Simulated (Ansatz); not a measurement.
Runs of Ansatz 0.2.0 on CoO. Symmetry: Pm-3m, No. 221, cubic system. Conventional cell: a = 2.571 Å, b = 2.571 Å, c = 2.571 Å, α = 90.00°, β = 90.00°, γ = 90.00°. Co (site symmetry m-3m) has 8 O at 2.23 Å as nearest neighbours. Around O (site symmetry m-3m) lie 8 Co at 2.23 Å. Measurements of this composition are mostly on another form, of space group No. 225.

| task | level | cell | points for each segment of the path | gap on the mesh (eV) | pressure (GPa) | moment (μB) | relaxed volume (Å³/atom) |
| --- | --- | --- | --- | --- | --- | --- | --- |
| relaxation of cell and atoms | HSEsol | relaxed | - | 3.11 | 0.0 | 3.00 | 8.68 |
| single point | PBEsol0 | as given | - | 4.04 | (b) | 3.00 | - |
| relaxation of cell and atoms | PBEsol0 | relaxed | - | 3.86 | 0.0 | 3.00 | 8.68 |
| relaxation of cell and atoms | HSE03 | relaxed | - | 2.65 | 0.0 | 3.00 | 8.99 |
| band structure | HSE03 | as given | 4 | 3.11 | (a) | 3.00 | - |

Alike in all rows: potentials or basis Ansatz PAW; spin collinear, ferromagnetic start; k mesh 5 × 5 × 5; cutoff (eV) 420; smearing fermi-dirac 0.05 eV; the mesh is coarse, so values aren't converged.

Q: Estimate the missing entries.

A: (a) 13.3; (b) 5.1.

Caveats: all runs use coarse meshes; the magnetic or orbital state may not be the lowest; a cell with one magnetic atom can't hold antiferromagnetic order, which such compounds often take; the PAW data sets come from PBE, with cores solved anew for the run's functional, which leaves a small shift of forces and pressure; odd divisions of the mesh miss points on the zone boundary, where band edges often lie, so the gap on the mesh can be too wide (some runs); the plane-wave basis is chosen anew once the cell has moved, so the energies of steps on either side of that aren't comparable (some runs); the thresholds are loose for stress (some runs); the k mesh misses the band edges, so the gap on the mesh is wider than the one along the path (some runs).
